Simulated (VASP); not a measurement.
Set up this calculation in VASP 6.6.1, as the native input.

| Item | Value |
| --- | --- |
| Task | core levels |
| Functional | LDA |
| Potentials or basis | VASP PAW LDA potentials, release 64 (C, H) |
| Cutoff | 420 eV |
| k mesh | 8 × 4 × 1 |
| Occupations | gaussian, width 0.05 eV |
| Spin | no spin polarisation |
| Further INCAR settings | ALGO = Fast; EDIFF = 1e-06 |

The structure of HC5 lies in POSCAR:

```
HC5
1.0
    2.5222500000      0.0000000000      0.0000000000
    0.0000000000      5.0445000000      0.0000000000
    0.0000000000      0.0000000000     24.0355500000
C H
20 4
Direct
    0.0000000000      0.0905630000      0.6620370000
    1.0000000000      0.4094370000      0.6620370000
    0.5000000000      0.0184960000      0.6288030000
    0.5000000000      0.4815040000      0.6288030000
    0.5000000000      0.2500000000      0.5875420000
    0.5000000000      0.7500000000      0.5959110000
    0.0000000000      0.2500000000      0.5523790000
    0.0000000000      0.7500000000      0.5577860000
    0.0000000000      0.5064860000      0.5183460000
    0.0000000000      0.9935140000      0.5183460000
    0.5000000000      0.5064860000      0.4816540000
    0.5000000000      0.9935140000      0.4816540000
    0.5000000000      0.7500000000      0.4422140000
    0.5000000000      0.2500000000      0.4476210000
    0.0000000000      0.7500000000      0.4040890000
    0.0000000000      0.2500000000      0.4124580000
    1.0000000000      0.0184960000      0.3711970000
    0.0000000000      0.4815040000      0.3711970000
    0.5000000000      0.0905630000      0.3379630000
    0.5000000000      0.4094370000      0.3379630000
    0.0000000000      0.0042502000      0.7043720000
    0.0000000000      0.4957500000      0.7043720000
    0.5000000000      0.0042502000      0.2956280000
    0.5000000000      0.4957500000      0.2956280000
```

One way to write it, as run:

INCAR

```
PREC = Accurate
ENCUT = 420
EDIFF = 1E-6
ISMEAR = 0
SIGMA = 0.05
LREAL = False
LASPH = True
NELM = 100
ALGO = Fast
ISIF = 2
LWAVE = False
LCHARG = False
GGA = CA
ICORELEVEL = 1
```

KPOINTS

```
regular mesh
0
Gamma
  8 4 1
```

Potentials or basis: VASP PAW LDA potentials, release 64 (C, H).

Run with:

```sh
$ cat potpaw_LDA.64/C/POTCAR potpaw_LDA.64/H/POTCAR > POTCAR
$ mpirun -np 1 vasp_std > vasp.out
```

It gave:

* Band gap on the k mesh: 3.25 eV, direct

Run time: 6.6 min on 1 thread of AMD EPYC 7R13 Processor (Zen 3), on a shared host, peak memory 0.27 GiB.
